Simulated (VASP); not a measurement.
# PtS2 (P-3m1) in VASP: a series of runs, part 3 of 3

VASP 6.6.1. Earlier steps stand in the parts before.

## 5. Relaxation of cell and atoms, RPBE

File INCAR:

```
  PREC = Accurate
  ENCUT = 600
  EDIFF = 1E-7
  ISMEAR = 0
  SIGMA = 0.02
  LREAL = False
  LASPH = True
  NELM = 100
  ALGO = Normal
  ISIF = 3
  LWAVE = False
  LCHARG = False
  GGA = RP
  IBRION = 2
  NSW = 90
  EDIFFG = -0.005
```

File KPOINTS:

```
regular mesh
0
Gamma
  9 9 6
```

File POSCAR:

```
PtS2
1.0
    3.5487421900      0.0000000000      0.0000000000
   -1.7743710900      3.0733008900      0.0000000000
    0.0000000000      0.0000000000      5.5970665400
Pt S
1 2
Direct
    0.0000000000      0.0000000000      0.0000000000
    0.6666666700      0.3333333300      0.7796640600
    0.3333333300      0.6666666700      0.2203359400
```

Potentials or basis: VASP PAW PBE potentials, release 64 (Pt, S).

On the command line:

```
$ cat potpaw_PBE.64/Pt/POTCAR potpaw_PBE.64/S/POTCAR > POTCAR
$ mpirun -np 1 vasp_std > vasp.out
```

OUTCAR:

```text
PREC = Accurate
   ENCUT = 600
   EDIFF = 1E-7
   ISMEAR = 0
   LREAL = False
   LASPH = True
   NELM = 100
   ISIF = 3
   GGA = RP
   IBRION = 2
   NSW = 90
   EDIFFG = -0.005

 ion  position               nearest neighbor table
   1  0.000  0.000  0.000-   2 2.39   3 2.39   3 2.39   2 2.39   2 2.39   3 2.39
   2  0.667  0.333  0.780-   1 2.39   1 2.39   1 2.39
   3  0.333  0.667  0.220-   1 2.39   1 2.39   1 2.39

  LATTYP: Found a hexagonal cell.
 ALAT       =     3.5487421900
 C/A-ratio  =     1.5771972830

  Lattice vectors:

 A1 = (   3.5487421900,   0.0000000000,   0.0000000000)
 A2 = (  -1.7743710900,   3.0733008900,   0.0000000000)
 A3 = (   0.0000000000,   0.0000000000,   5.5970665400)

Analysis of symmetry for initial positions (statically):
=====================================================================
 Subroutine PRICEL returns:
 Original cell was already a primitive cell.

 Routine SETGRP: Setting up the symmetry group for a
 hexagonal supercell.

 Subroutine GETGRP returns: Found 12 space group operations
 (whereof 12 operations were pure point group operations)
 out of a pool of 24 trial point group operations.

The static configuration has the point symmetry D_3d.

Analysis of symmetry for dynamics (positions and initial velocities):
=====================================================================
 Subroutine PRICEL returns:
[... 286 lines left out ...]
      8       2.9817      2.00000
      9       3.5527      2.00000
     10       3.5527      2.00000
     11       4.0146      2.00000
     12       6.9485      0.00000
     13       6.9485      0.00000
     14       9.6814      0.00000
[... 403 lines left out ...]
      4      -1.1714      2.00000
      5      -0.6050      2.00000
      6       0.0089      2.00000
      7       0.5452      2.00000
      8       1.8168      2.00000
      9       3.0504      2.00000
     10       3.2005      2.00000
     11       4.0950      2.00000
     12       5.6877      0.00000
     13       6.3453      0.00000
     14      10.3671      0.00000
     15      12.2405      0.00000

 [... further k-points ...]

[... ionic steps 4 to 19 ...]

--------------------------------------- Ionic step       20  -------------------------------------------

 number of electron      21.9999999 magnetization

------------------------ aborting loop because EDIFF is reached ----------------------------------------
[... 69 lines left out ...]
--------------------------------------- Ionic step       22  -------------------------------------------

 number of electron      21.9999999 magnetization

 Free energy of the ion-electron system (eV)
  ---------------------------------------------------
  ext. energy  EPLUGINS =         0.00000000
  ---------------------------------------------------
  free energy    TOTEN  =       -14.27623443 eV

  energy without entropy =      -14.27623443  energy(sigma->0) =      -14.27623443

 E-fermi :   2.1345     XC(G=0):  -8.0277

 val. band max:        2.0326960860   @ k =   0.1111   0.0000   0.5000
 cond. band min:       3.7413714196   @ k =   0.0000   0.2222   0.3333
 fundamental gap:      1.7086753336
 Fermi energy:         2.1344615176

 k-point     1 :       0.0000    0.0000    0.0000
  band No.  band energies     occupation
      1     -11.8255      2.00000
      2      -9.6690      2.00000
      3      -3.3910      2.00000
      4      -3.3910      2.00000
      5      -3.0526      2.00000
      6      -0.7474      2.00000
      7      -0.7474      2.00000
      8       1.1932      2.00000
      9       1.5834      2.00000
     10       1.7343      2.00000
     11       1.7343      2.00000
     12       5.1563      0.00000
     13       5.1563      0.00000
     14       7.3134      0.00000
[... 445 lines left out ...]
  FREE ENERGIE OF THE ION-ELECTRON SYSTEM (eV)
  ---------------------------------------------------
  free  energy   TOTEN  =       -14.2762344339 eV

  energy  without entropy=      -14.2762344339  energy(sigma->0) =      -14.27623443

 reached required accuracy - stopping structural energy minimisation
```

OSZICAR:

```text
N       E                     dE             d eps       ncg     rms          rms(c)
DAV:   1     0.133051507024E+03    0.13305E+03   -0.11352E+04  1876   0.146E+03
DAV:   2    -0.907223886139E+01   -0.14212E+03   -0.13874E+03  2373   0.262E+02
DAV:   3    -0.153756836936E+02   -0.63034E+01   -0.62739E+01  2441   0.591E+01
[... 251 lines left out ...]
       N       E                     dE             d eps       ncg     rms          rms(c)
DAV:   1    -0.142762365887E+02   -0.42217E-05   -0.86146E-05  1867   0.744E-02    0.955E-03
DAV:   2    -0.142762347076E+02    0.18811E-05   -0.85649E-06  2007   0.304E-02    0.548E-03
DAV:   3    -0.142762344551E+02    0.25245E-06   -0.64204E-07  2245   0.752E-03    0.210E-03
DAV:   4    -0.142762344339E+02    0.21258E-07   -0.41971E-07  1916   0.434E-03
  22 F= -.14276234E+02 E0= -.14276234E+02  d E =-.215751E-05
```

CONTCAR:

```text
PtS2
   1.00000000000000
     3.5964226651975477    0.0000000000581638   -0.0000000000000001
    -1.7982113274812230    3.1145933928229526    0.0000000000000001
    -0.0000000000000008   -0.0000000000000002    7.2020033717779395
  Pt              S
     1     2
Direct
     0.0000000000000000    0.0000000000000000    0.0000000000000000
     0.6666666699999979    0.3333333300000021    0.8294088569316294
     0.3333333300000021    0.6666666699999979    0.1705911430683709

  0.00000000E+00  0.00000000E+00  0.00000000E+00
  0.00000000E+00  0.00000000E+00  0.00000000E+00
  0.00000000E+00  0.00000000E+00  0.00000000E+00
```

It took 9.2 min on 1 thread of Intel Xeon Platinum 8488C (Sapphire Rapids), shared host; peak memory 0.25 GiB.

Results:

| Item | Value |
| --- | --- |
| Free energy | -14.2762 eV |
| Relaxed volume | 26.89 Å³/atom |
| Relaxed cell | a = 3.596 Å, b = 3.596 Å, c = 7.202 Å, α = 90.00°, β = 90.00°, γ = 120.00° |
| Space group after relaxing (to 0.05 Å) | P-3m1 (No. 164) |
| Energy gained by relaxing | 37.0 meV/atom |
| Ionic steps | 22 |
| Pressure after relaxing | 0.0 GPa |
| Band gap on the k mesh | 1.71 eV, indirect (least direct gap 1.75 eV) |

The path:
| step | energy change (eV) | largest force (eV/Å) | pressure (GPa) | volume (Å³) |
| --- | --- | --- | --- | --- |
| 1 | 0.0000 | 0.1170 | 4.24 | 61.04 |
| 2 | 0.0224 | 0.8146 | -4.65 | 65.92 |
| 3 | -0.0260 | 0.3076 | 0.10 | 63.04 |
| 4 | -0.0334 | 0.2419 | 0.10 | 63.49 |
| 5 | -0.0464 | 0.0416 | 0.13 | 64.86 |
| 6 | -0.0477 | 0.0451 | 0.16 | 65.47 |
| 7 | -0.0544 | 0.0494 | 0.21 | 65.97 |
| 8 | -0.0712 | 0.0702 | 0.42 | 67.47 |
| 9 | -0.0921 | 0.1425 | 1.05 | 70.40 |
| 10 | -0.0883 | 0.4152 | 3.04 | 76.04 |
| 11 | -0.0913 | 0.3785 | 2.82 | 76.49 |
| 12 | -0.0988 | 0.2723 | 2.17 | 77.85 |
| 13 | -0.1067 | 0.0732 | 1.02 | 80.57 |
| 14 | -0.1076 | 0.0154 | 0.53 | 81.85 |
| 15 | -0.1082 | 0.0136 | 0.48 | 81.75 |
| 16 | -0.1096 | 0.0083 | 0.35 | 81.45 |
| 17 | -0.1111 | 0.0044 | 0.08 | 80.85 |
| 18 | -0.1111 | 0.0076 | 0.02 | 80.70 |
| 19 | -0.1111 | 0.0080 | 0.01 | 80.68 |
| 20 | -0.1111 | 0.0057 | 0.00 | 80.68 |
| 21 | -0.1111 | 0.0010 | -0.03 | 80.68 |
| 22 | -0.1111 | 0.0007 | -0.02 | 80.67 |

Final structure:
```cif
data_structure
_symmetry_space_group_name_H-M 'P 1'
_symmetry_Int_Tables_number 1
_cell_length_a 3.5964
_cell_length_b 3.5964
_cell_length_c 7.2020
_cell_angle_alpha 90.000
_cell_angle_beta 90.000
_cell_angle_gamma 120.000
_cell_volume 80.67
loop_
_atom_site_label
_atom_site_type_symbol
_atom_site_fract_x
_atom_site_fract_y
_atom_site_fract_z
_atom_site_occupancy
Pt1 Pt 0.00000 0.00000 0.00000 1
S1 S 0.66667 0.33333 0.82941 1
S2 S 0.33333 0.66667 0.17059 1
```

Caveat: the volume moved by over 15 % at a fixed basis, so the end points are rough; the PAW data sets were made with another functional, which shifts forces and pressure a little; spin-orbit coupling is left out, which moves the levels of the heavy elements; an odd mesh through Γ misses points on the zone boundary, where band edges often lie; this functional lacks dispersion, which binds the layers, so the pressure and a relaxed spacing across them are unreliable, and here the layers came unbound.

## 6. The runs side by side

```tsv
task	level	cell	k mesh	cutoff (eV)	mesh quality	gap on the mesh (eV)	pressure (GPa)	relaxed volume (Å³/atom)
relaxation of cell and atoms	PBEsol	relaxed	3 × 3 × 2	600	coarse	0.94	0.0	18.66
single point	PBEsol	as given	9 × 9 × 6	520	not flagged	1.16	-2.4	-
relaxation of cell and atoms	PBEsol	relaxed	9 × 9 × 6	580	not flagged	0.37	0.0	17.66
relaxation of cell and atoms	RPBE	relaxed	9 × 9 × 6	600	not flagged	1.71	0.0	26.89
```

Alike in all rows: potentials or basis VASP PAW PBE potentials, release 64 (Pt, S); no spin polarisation; smearing gaussian 0.02 eV.

Caveats: some runs use coarse meshes; the PAW data sets were made with another functional, which shifts forces and pressure a little; spin-orbit coupling is left out, which moves the levels of the heavy elements; an odd mesh through Γ misses points on the zone boundary, where band edges often lie; this functional lacks dispersion, which binds the layers, so the pressure and a relaxed spacing across them are unreliable (some runs); the volume moved by over 15 % at a fixed basis, so the end points are rough (some runs); this functional lacks dispersion, which binds the layers, so the pressure and a relaxed spacing across them are unreliable, and here the layers came unbound (some runs).

Absolute energies hang on the potentials; compare differences alone.
